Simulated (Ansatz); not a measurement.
Crystal: PtSe2 (Sudovikovite).

```
CELL_PARAMETERS angstrom
3.72400 0.00000 0.00000
-1.86200 3.22508 0.00000
0.00000 0.00000 5.06200
ATOMIC_POSITIONS crystal
Pt 0.00000 0.00000 0.00000
Se 0.66667 0.33333 0.75000
Se 0.33333 0.66667 0.25000
```

```yaml
Program: Ansatz 0.2.0
Task: relaxation of cell and atoms
Functional: PBEsol
Potentials_or_basis: Ansatz PAW
Cutoff: "420 eV (not typed: the program's choice for these potentials)"
k_mesh: 8 × 8 × 5
Occupations: fermi-dirac, width 0.05 eV
Spin: no spin polarisation
```

At the start: volume 20.27 Å³/atom.

Where does the relaxation end?

It ends after 6 steps and the volume is 19.78 Å³/atom (-2.4 %); space group P-3m1 (No. 164, to 0.05 Å).

Step by step:
| step | energy change (eV) | largest force (eV/Å) | volume (Å³) |
| --- | --- | --- | --- |
| 1 | 0.0000 | 0.3390 | 60.80 |
| 2 | -0.0138 | 0.2498 | 59.97 |
| 3 | -0.0212 | 0.0451 | 59.93 |
| 4 | -0.0226 | 0.0042 | 59.21 |
| 5 | -0.0227 | 0.0006 | 59.35 |
| 6 | -0.0224 | 0.0006 | 59.35 |

Final structure:
```
Pt Se
1.0
     3.75785    0.00000    0.00000
    -1.87892    3.25439    0.00000
     0.00000    0.00000    4.85340
Pt Se
1 2
Direct
  0.00000 0.00000 0.00000
  0.66667 0.33333 0.73787
  0.33333 0.66667 0.26213
```

Caveat: the plane-wave basis is chosen anew once the cell has moved, so the energies of steps on either side of that aren't comparable; the PAW data sets come from PBE, with cores solved anew for the run's functional, which leaves a small shift of forces and pressure.
